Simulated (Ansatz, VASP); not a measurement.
# C: VASP beside Ansatz

INCAR

```
  PREC = Accurate
  ENCUT = 520
  EDIFF = 1E-7
  ISMEAR = 0
  SIGMA = 0.05
  LREAL = False
  LASPH = True
  NELM = 100
  ALGO = Normal
  ISIF = 2
  LWAVE = False
  LCHARG = False
  NBANDS = 11
```

KPOINTS

```
Automatic mesh
0
Gamma
  12 12 12
```

POSCAR

```
C
1.0
    1.1973256878      0.6912763082      3.1796602974
   -1.1973256878      0.6912763082      3.1796602974
    0.0000000000     -1.3825526163      3.1796602974
C
2
Direct
    0.1640000000      0.1640000000      0.1640000000
    0.8360000000      0.8360000000      0.8360000000
```

Input for Ansatz:

```yaml
crystal:
  lattice:
    - [1.1973256878, 0.6912763082, 3.1796602974]
    - [-1.1973256878, 0.6912763082, 3.1796602974]
    - [0.0, -1.3825526163, 3.1796602974]
  atoms:
    - { symbol: C, position: [0.164, 0.164, 0.164] }
    - { symbol: C, position: [0.836, 0.836, 0.836] }
basis:
  ecutwfc: 420
kpoints:
  mp_grid: { grid: [12, 12, 12] }
hamiltonian:
  xc: lda
scf:
  occupations: { method: gaussian, width: 0.05 }
output:
  forces: true
  stress: true
  eigenvalues: true
```

Change from the starting cell: strain -0.025 along x and y, -0.050 along z, atoms carried along.

Alike in both runs: task single point; functional LDA; k mesh 12 × 12 × 12; occupations gaussian, width 0.05 eV; no spin polarisation.

|  | VASP | Ansatz |
| --- | --- | --- |
| version | VASP 6.6.1 | Ansatz 0.2.0 |
| potentials or method | VASP PAW LDA potentials, release 64 (C) | scalar-relativistic, plane waves, PAW |
| plane-wave cutoff (eV) | 520 | 420 |
| valence electrons in the cell | 8 | 8 |

```tsv
	VASP	Ansatz	Ansatz less VASP
gap on the k mesh at the Fermi level (eV)	0.99	0.99	-0.002
least direct gap on the mesh (eV)	0.99	0.99	-0.002
pressure (GPa)	21.7	20.9	-0.88
largest component of the traceless stress (GPa)	20.96	19.98	-0.985
rms of the force components (eV/Å)	0.466	0.470	+0.0034
```

Atom by atom the forces differ by 0.003 eV/Å (rms over components).

Caveats: so large a pressure means that the cell lies far from this level's equilibrium, or that cutoff or potentials fall short (VASP).
